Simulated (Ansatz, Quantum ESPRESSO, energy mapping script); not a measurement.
**MnO2: J from the energies of magnetic orders**

Aim: the exchange couplings of MnO2 from the energies of a few collinear orders, and the ordering temperature that they give.

Method: PBE with U = -2 eV on Mn d; plane waves, collinear spin, no spin–orbit coupling, in Quantum ESPRESSO 7.5.

Report form: the programs' logs are mostly left out.

## Step 1: The structure

It takes space group P-3m1 (No. 164, trigonal). Conventional cell: a = 2.857 Å, b = 2.857 Å, c = 4.601 Å, α = 90.00°, β = 90.00°, γ = 120.00°. Mn has 6 O at 1.90 Å nearest. Nearest to O lie 3 Mn at 1.90 Å. Farther neighbours and most contacts between anions are not listed.

Structure file:

```cif
data_structure
_symmetry_space_group_name_H-M 'P-3m1'
_symmetry_Int_Tables_number 164
_cell_length_a 2.8566
_cell_length_b 2.8566
_cell_length_c 4.6014
_cell_angle_alpha 90.000
_cell_angle_beta 90.000
_cell_angle_gamma 120.000
_cell_volume 32.52
loop_
_atom_site_label
_atom_site_type_symbol
_atom_site_symmetry_multiplicity
_atom_site_Wyckoff_symbol
_atom_site_fract_x
_atom_site_fract_y
_atom_site_fract_z
_atom_site_occupancy
Mn1 Mn 1 b 0.00000 0.00000 0.50000 1
O1 O 2 d 0.66667 0.33333 0.29371 1
```

The cell comes from a database of computed structures, and need not be the one that the compound takes in experiment.

A negative U is typed here on purpose; it favours fractional filling, the reverse of what U is for. These runs use Quantum ESPRESSO.

## Step 2: Parallel start in cell A (6 atoms)

The parallel order is the zero of energy for this cell and mesh.

The potential files are GBRV's for PBE; pw.x takes the functional from them.

Input file pw.in:

```
&control
  calculation = 'scf'
  prefix = 'pw'
  outdir = './tmp/'
  pseudo_dir = './pseudo/'
  verbosity = 'low'
/
&system
  ibrav = 0
  nat = 6
  ntyp = 2
  ecutwfc = 45
  ecutrho = 360
  nbnd = 44
  occupations = 'smearing'
  smearing = 'fd'
  degauss = 0.00367493
  nspin = 2
  starting_magnetization(1) = 0.3000
/
&electrons
  conv_thr = 1.5e-08
  electron_maxstep = 100
  mixing_beta = 0.3
  mixing_mode = 'plain'
/
ATOMIC_SPECIES
  Mn 54.9380 Mn.upf
  O 15.9990 O.upf
CELL_PARAMETERS angstrom
  -2.85657818 0.00000000 0.00000000
  0.00000000 4.94773854 0.00000000
  1.42828909 -2.47386927 -4.60137406
ATOMIC_POSITIONS crystal
  Mn 0.75000000 0.75000000 0.50000000
  Mn 0.25000000 0.25000000 0.50000000
  O 0.35314628 0.01981295 0.70629257
  O 0.85314629 0.51981295 0.70629257
  O 0.64685372 0.98018705 0.29370743
  O 0.14685371 0.48018705 0.29370743
K_POINTS automatic
  8 5 8 0 0 0
HUBBARD {ortho-atomic}
U Mn-3d -2
```

Launch:

```bash
$ OMP_NUM_THREADS=1 mpirun -n 8 pw.x -nk 8 -in pw.in > pw.out
```

Run time: 0.51 s. Hardware: 8 MPI ranks of Arm Neoverse V1, shared host; peak memory 0.22 GiB.

The program refused the input before any cycle.

The program's message: “Error in routine card_hubbard (2): Unknown case for lda_plus_u_kind...”

The fault put into the input: a negative U.

## Step 3: Order 2: parallel, cell B of 6 atoms

A new cell needs its own zero of energy.

Input file pw.in:

```
&control
  calculation = 'scf'
  prefix = 'pw'
  outdir = './tmp/'
  pseudo_dir = './pseudo/'
  verbosity = 'low'
/
&system
  ibrav = 0
  nat = 6
  ntyp = 2
  ecutwfc = 45
  ecutrho = 360
  nbnd = 44
  occupations = 'smearing'
  smearing = 'fd'
  degauss = 0.00367493
  nspin = 2
  starting_magnetization(1) = 0.3000
/
&electrons
  conv_thr = 1.5e-08
  electron_maxstep = 100
  mixing_beta = 0.3
  mixing_mode = 'plain'
/
ATOMIC_SPECIES
  Mn 54.9380 Mn.upf
  O 15.9990 O.upf
CELL_PARAMETERS angstrom
  -2.85657818 0.00000000 0.00000000
  0.00000000 0.00000000 -4.60137406
  0.00000000 -4.94773854 0.00000000
ATOMIC_POSITIONS crystal
  Mn 0.50000000 0.50000000 0.50000000
  Mn 0.00000000 0.50000000 0.00000000
  O 0.00000000 0.70629257 0.33333333
  O 0.50000000 0.70629257 0.83333333
  O 0.50000000 0.29370743 0.16666667
  O 0.00000000 0.29370743 0.66666667
K_POINTS automatic
  7 5 4 0 0 0
HUBBARD {ortho-atomic}
U Mn-3d -2
```

The job ended after 0.51 s (8 MPI ranks; peak memory 0.22 GiB).

The program refused the input before any cycle.

The program's message: “Error in routine card_hubbard (2): Unknown case for lda_plus_u_kind...”

The fault put into the input: a negative U.

## Step 4: Run 3 (parallel; cell C, 9 atoms)

The parallel order again, as the reference for this cell.

Input file pw.in:

```
&control
  calculation = 'scf'
  prefix = 'pw'
  outdir = './tmp/'
  pseudo_dir = './pseudo/'
  verbosity = 'low'
/
&system
  ibrav = 0
  nat = 9
  ntyp = 2
  ecutwfc = 45
  ecutrho = 360
  nbnd = 64
  occupations = 'smearing'
  smearing = 'fd'
  degauss = 0.00367493
  nspin = 2
  starting_magnetization(1) = 0.3000
/
&electrons
  conv_thr = 2.2e-08
  electron_maxstep = 100
  mixing_beta = 0.3
  mixing_mode = 'plain'
/
ATOMIC_SPECIES
  Mn 54.9380 Mn.upf
  O 15.9990 O.upf
CELL_PARAMETERS angstrom
  0.00000000 4.94773854 0.00000000
  -4.28486727 2.47386927 0.00000000
  -1.42828909 2.47386927 4.60137406
ATOMIC_POSITIONS crystal
  Mn 0.83333333 0.83333333 0.50000000
  Mn 0.16666667 0.16666667 0.50000000
  Mn 0.50000000 0.50000000 0.50000000
  O 0.23543086 0.56876419 0.29370743
  O 0.56876419 0.90209752 0.29370743
  O 0.90209752 0.23543086 0.29370743
  O 0.09790248 0.76456914 0.70629257
  O 0.43123581 0.09790248 0.70629257
  O 0.76456914 0.43123581 0.70629257
K_POINTS automatic
  5 5 5 0 0 0
HUBBARD {ortho-atomic}
U Mn-3d -2
```

Run time: 0.51 s. Hardware: 8 MPI ranks; peak memory 0.22 GiB.

The program refused the input before any cycle.

The program's message: “Error in routine card_hubbard (2): Unknown case for lda_plus_u_kind...”

The fault put into the input: a negative U.

## Step 5: Run 4 (parallel; cell D, 6 atoms)

Input file pw.in:

```
&control
  calculation = 'scf'
  prefix = 'pw'
  outdir = './tmp/'
  pseudo_dir = './pseudo/'
  verbosity = 'low'
/
&system
  ibrav = 0
  nat = 6
  ntyp = 2
  ecutwfc = 45
  ecutrho = 360
  nbnd = 44
  occupations = 'smearing'
  smearing = 'fd'
  degauss = 0.00367493
  nspin = 2
  starting_magnetization(1) = 0.3000
/
&electrons
  conv_thr = 1.5e-08
  electron_maxstep = 100
  mixing_beta = 0.3
  mixing_mode = 'plain'
/
ATOMIC_SPECIES
  Mn 54.9380 Mn.upf
  O 15.9990 O.upf
CELL_PARAMETERS angstrom
  2.85657818 0.00000000 0.00000000
  -1.42828909 2.47386927 0.00000000
  0.00000000 0.00000000 9.20274812
ATOMIC_POSITIONS crystal
  Mn 0.00000000 0.00000000 0.25000000
  Mn 0.00000000 0.00000000 0.75000000
  O 0.66666667 0.33333333 0.14685371
  O 0.66666667 0.33333333 0.64685371
  O 0.33333333 0.66666667 0.35314629
  O 0.33333333 0.66666667 0.85314629
K_POINTS automatic
  8 8 3 0 0 0
HUBBARD {ortho-atomic}
U Mn-3d -2
```

The job ended after 0.51 s (8 MPI ranks; peak memory 0.22 GiB).

The program refused the input before any cycle.

The program's message: “Error in routine card_hubbard (2): Unknown case for lda_plus_u_kind...”

The fault put into the input: a negative U.

## Step 6: The fit

Each energy difference is a sum of couplings weighted by the pairs that the order reverses. A few near shells are fitted to the differences by least squares. Energies are those extrapolated to zero occupation width, not the free energies F.

No pair of orders in one cell converged with its signs kept, so no coupling can be fitted.

## Step 7: Results

| Quantity | Value |
| --- | --- |
| couplings | not obtained |

What this shows: The program refused these inputs, so nothing was computed. The fault in the inputs: a negative U.

[Logs and program files are shortened in this print: banners, set-up blocks, solver, clock and traceback lines can be left out without a mark of their own.]

[Logs are printed without paths, hosts, clocks, repeated set-up lines and the standing remarks that a program may print on its own settings, such as how far it seeks lower states.]

[Hosts, paths, dates, database ids (printed as entryN), source tags and the programs' standing remarks are cut or masked in the printed files.]

[Where a cell is said to come from a database of computed structures, the database is the Materials Project.]
